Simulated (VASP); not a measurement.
CuAu under changes of volume

One of the cells (14.157 Å³/atom); the others are scaled copies at fixed shape and fractional positions:

```
Au Cu
1.0
     1.41181    0.81511    4.10072
    -1.41181    0.81511    4.10072
     0.00000   -1.63021    4.10072
Au Cu
1 1
Direct
  0.00000 0.00000 0.00000
  0.50000 0.50000 0.50000
```

The cell comes from a database or a generator and needn't be the stable form of this composition.

```yaml
Program: VASP 6.6.1
Functional: LDA
Potentials_or_basis: VASP PAW LDA potentials, release 64 (Au, Cu)
Cutoff: 520 eV
k_mesh: 10 × 10 × 10
Occupations: fermi-dirac, width 0.05 eV
Spin: no spin polarisation
```

```tsv
volume (Å³/atom)	energy over the lowest point (meV/atom)	pressure (GPa)
13.591	?	?
13.874	3.40	4.0
14.157	0.00	0.2
14.440	3.11	-3.2
14.723	11.94	-6.2
```

Problem. What does the run at 13.591 Å³/atom give?

Solution. Energy over the lowest point 14.19 meV/atom; pressure 8.5 GPa.

Worked out: A Birch-Murnaghan fit of order 2 (a polynomial in V^(-2/3)) to the other rows has its minimum at 14.16 Å³/atom with B0 = V·E''(V) = 182 GPa at fixed shape and positions, which overstates the stiffness. It gives 13.85 meV/atom at 13.591 Å³/atom, against the run's 14.19, and -dE/dV = 8.1 GPa, against 8.5.

Energies are extrapolated to zero smearing.
